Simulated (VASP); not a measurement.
A run of VASP 6.6.1:

INCAR

```
ALGO = Normal
EDIFF = 1E-6
ENCUT = 520
GGA = PE
ISIF = 2
ISMEAR = 0
LASPH = True
LCHARG = True
LELF = True
LREAL = False
LVHAR = True
LWAVE = False
NBANDS = 28
NELM = 100
PREC = Accurate
SIGMA = 0.1
```

File KPOINTS:

```
k-points
0
Gamma
  9 9 2
```

File POSCAR:

```
Pd
1.0
    2.7625616691      0.0000000000      0.0000000000
   -1.3812808346      2.3924485850      0.0000000000
    0.0000000000      0.0000000000      9.1183940900
Pd
4
Direct
    0.0000000000      0.0000000000      0.0000000000
    0.3333333300      0.6666666700      0.2500000000
    0.0000000000      0.0000000000      0.5000000000
    0.6666666700      0.3333333300      0.7500000000
```

Potentials or basis: VASP PAW PBE potentials, release 64 (Pd).

The run is started by

```console
$ cat potpaw_PBE.64/Pd/POTCAR > POTCAR
$ mpirun -np 1 vasp_std > vasp.out
```

Hardware: 1 thread of Intel(R) Xeon(R) Platinum 8559C (Emerald Rapids) (shared host).

Problem. Estimate the wall time of this run.

Solution. Wall time 29 s on 1 thread of Intel(R) Xeon(R) Platinum 8559C (Emerald Rapids), with other jobs on the host, peak memory 0.19 GiB. Counts: scf iterations 15, k points 24.
